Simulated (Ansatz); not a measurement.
The system is W.

```
W
1.0
     0.00000    2.03000    2.03000
     2.03000    0.00000    2.03000
     2.03000    2.03000    0.00000
W
1
Direct
  0.00000 0.00000 0.00000
```

This isn't the form of W at room conditions, which is bcc.

| Item | Value |
| --- | --- |
| Program | Ansatz 0.2.0 |
| Task | relaxation of cell and atoms |
| Functional | LDA |
| Potentials or basis | Ansatz PAW |
| Cutoff | 420 eV (not typed: the program's choice for these potentials) |
| k mesh | 11 × 11 × 11 |
| Occupations | fermi-dirac, width 0.05 eV |
| Spin | no spin polarisation |

At the start: volume 16.73 Å³/atom.

Question: Where does the relaxation end?

Answer: It ends after 5 steps and the volume is 15.72 Å³/atom (-6.0 %); space group Fm-3m (No. 225, to 0.05 Å).

The path:
```tsv
step	energy change (eV)	largest force (eV/Å)	volume (Å³)
1	0.0000	0.0000	16.73
2	-0.0582	0.0000	15.83
3	-0.0590	0.0000	15.71
4	-0.0590	0.0000	15.72
5	-0.0588	0.0000	15.72
```

Final structure:
```xyz
1
Lattice="0.0000 1.9882 1.9882 1.9882 0.0000 1.9882 1.9882 1.9882 0.0000" Properties=species:S:1:pos:R:3 pbc="T T T"
W     0.0000    0.0000    0.0000
```

Caveat: the plane-wave basis is chosen anew once the cell has moved, so the energies of steps on either side of that aren't comparable; the PAW data sets come from PBE, with cores solved anew for the run's functional, which leaves a small shift of forces and pressure.
